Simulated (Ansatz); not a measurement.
# Pressure series in Li3N

Base system: Li3N (space group P6/mmm, No. 191; a = 3.6071 Å, c = 3.8446 Å).

Cell and atoms are relaxed at each pressure.

Level of theory: Ansatz (a quantum-chemistry and plane-wave program) PBEsol, no spin-orbit coupling.

```tsv
variant	smallest direct gap	shortest interatomic distance
base	1.29 eV	1.922 Å
pressure −2 GPa	1.18 eV	…
pressure −1 GPa	1.24 eV	…
pressure 0.3 GPa	1.31 eV	1.919 Å
pressure 0.7 GPa	…	1.914 Å
pressure 1.5 GPa	…	1.905 Å
pressure 3 GPa	1.44 eV	1.890 Å
pressure 5 GPa	1.53 eV	1.871 Å
pressure 7.5 GPa	1.64 eV	1.851 Å
pressure 10 GPa	1.69 eV	1.832 Å
```

Problem. What belongs in the blanks?

Solution. 
- pressure −2 GPa, shortest interatomic distance: 1.948 Å
- pressure −1 GPa, shortest interatomic distance: 1.935 Å
- pressure 0.7 GPa, smallest direct gap: 1.33 eV
- pressure 1.5 GPa, smallest direct gap: 1.37 eV

Load acts through the strain it causes; cell and atoms are relaxed under it. Stability against distortions was not tested. No other phases were tried under pressure.
